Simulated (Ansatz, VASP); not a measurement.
TePb: VASP beside Ansatz

INCAR

```
SYSTEM = TePb
PREC = Accurate ; ENCUT = 520
EDIFF = 1E-6 ; ISMEAR = 0
SIGMA = 0.05 ; LREAL = .False.
LASPH = .True. ; NELM = 100
ALGO = Normal ; ISIF = 2
LWAVE = .False. ; LCHARG = .False.
GGA = PS ; NBANDS = 17
```

KPOINTS

```
Automatic mesh
0
Gamma
  10 10 10
  0 0 0
```

Contents of POSCAR:

```
TePb
1.0
    0.0000000000      3.0869454965      3.0869454965
    3.0869454965      0.0000000000      3.0869454965
    3.0869454965      3.0869454965      0.0000000000
Te Pb
1 1
Direct
    0.5000000000      0.5000000000      0.5000000000
    0.0000000000      0.0000000000      0.0000000000
```

Input for Ansatz:

```yaml
crystal:
  lattice:
    - [0.0, 3.0869454965, 3.0869454965]
    - [3.0869454965, 0.0, 3.0869454965]
    - [3.0869454965, 3.0869454965, 0.0]
  atoms:
    - { symbol: Te, position: [0.5, 0.5, 0.5] }
    - { symbol: Pb, position: [0.0, 0.0, 0.0] }
basis:
  ecutwfc: 420
  ecutrho_ratio: 4
kpoints:
  mp_grid: { grid: [10, 10, 10] }
hamiltonian:
  xc: pbesol
scf:
  occupations: { method: gaussian, width: 0.05 }
output:
  forces: true
  stress: true
  eigenvalues: true
```

Alike in both runs: task single point; functional PBEsol; k mesh 10 × 10 × 10; occupations gaussian, width 0.05 eV; no spin polarisation.

```csv
,VASP,Ansatz
version,VASP 6.6.1,Ansatz 0.2.0
potentials or method,"VASP PAW PBE potentials, release 64 (Te, Pb_d)","scalar-relativistic, plane waves, PAW"
plane-wave cutoff (eV),520,420
valence electrons in the cell,20,30
```

```tsv
	VASP	Ansatz	Ansatz less VASP
gap on the k mesh at the Fermi level (eV)	0.32	0.31	-0.005
least direct gap on the mesh (eV)	0.32	0.31	-0.005
pressure (GPa)	7.6	7.7	+0.02
```

With one functional, cell and mesh, what is left measures potentials, basis and numerics. The two sets of potentials don't hold the same shells in valence.

Caveats: the PAW data sets were made with another functional, which shifts forces and pressure a little (VASP); spin-orbit coupling is left out, which as a rule narrows the gap of such compounds by several tenths of an eV. A k mesh can miss the band edges.
